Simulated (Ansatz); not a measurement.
Take ZnTe in the zinc blende structure (space group F-43m, No. 216; a = 6.115 Å) as the base.

Method: Ansatz (an electronic-structure program) r2SCAN, spin-orbit coupling left out, earlier PAW set.

Before the change:

| Quantity | Result |
|---|---|
| Shortest interatomic distance | 2.648 Å |
| Valley order | Γ 1.78 eV; L along ⟨111⟩ 2.20 eV; a point along ⟨100⟩, about 0.9 Å⁻¹ from Γ 2.55 eV |
| Density | 5.61 g/cm³ |

Modification: a hydrostatic pressure of 30 GPa.

Task: Estimate the effect on the shortest interatomic distance, valley order and density.

Result: The shortest interatomic distance falls by 0.2553 Å, from 2.648 Å to 2.392 Å; the valley order (the lowest conduction-band minima on the path, energy above the VBM, named in the base's zone) goes from Γ 1.78 eV; L along ⟨111⟩ 2.20 eV; a point along ⟨100⟩, about 0.9 Å⁻¹ from Γ 2.55 eV to a point along ⟨100⟩, about 0.9 Å⁻¹ from Γ 1.74 eV; L along ⟨111⟩ 2.63 eV; Γ 3.50 eV; the density increases by 1.99 g/cm³, from 5.61 g/cm³ to 7.60 g/cm³.

Spin-orbit coupling, missing from the scalar runs, can matter with Te. The levels and masses belong to the bands next to the band gap. Load acts through the strain it causes; cell and atoms are relaxed under it. Whether these cells are dynamically stable was not tested. Measured, ZnTe leaves this structure (for cinnabar) near 9.5 GPa (temperature not stated; as listed in Datta, Sujoy, Jana, Debnarayan, arXiv (2020)), on rising pressure, with hysteresis.
